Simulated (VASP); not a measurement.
SnO2 (Cassiterite):

```
Sn O
1.0
     4.73800    0.00000    0.00000
     0.00000    4.73800    0.00000
     0.00000    0.00000    3.18650
Sn O
2 4
Direct
  0.50000 0.50000 0.50000
  0.00000 0.00000 0.00000
  0.80710 0.19290 0.50000
  0.69290 0.69290 0.00000
  0.19290 0.80710 0.50000
  0.30710 0.30710 0.00000
```

- Program: VASP 6.6.1
- Task: relaxation of cell and atoms
- Functional: PBE
- Potentials or basis: VASP PAW PBE potentials, release 64 (Sn_d, O_h)
- Cutoff: 980 eV
- k mesh: 6 × 6 × 8
- Occupations: fermi-dirac, width 0.05 eV
- Spin: no spin polarisation

At the start: pressure 11.9 GPa; volume 11.92 Å³/atom.

**Question.** Where does the relaxation end?

**Answer.** Over 8 steps the energy falls by 24.5 meV/atom and the volume is 12.62 Å³/atom (+5.8 %); space group P4_2/mnm (No. 136, to 0.05 Å).

Step by step:
```tsv
step	energy change (eV)	largest force (eV/Å)	pressure (GPa)	volume (Å³)
1	0.0000	0.2887	11.88	71.53
2	0.0774	0.3649	-11.23	81.08
3	-0.1449	0.0649	-0.04	75.56
4	-0.1449	0.0590	0.18	75.48
5	-0.1468	0.0054	0.06	75.62
6	-0.1469	0.0171	0.01	75.68
7	-0.1469	0.0183	0.02	75.69
8	-0.1470	0.0033	-0.04	75.71
```

Final structure:
```
Sn O
1.0
     4.83262    0.00000    0.00000
     0.00000    4.83262    0.00000
     0.00000    0.00000    3.24173
Sn O
2 4
Direct
  0.50000 0.50000 0.50000
  0.00000 0.00000 0.00000
  0.80660 0.19340 0.50000
  0.69340 0.69340 0.00000
  0.19340 0.80660 0.50000
  0.30660 0.30660 0.00000
```
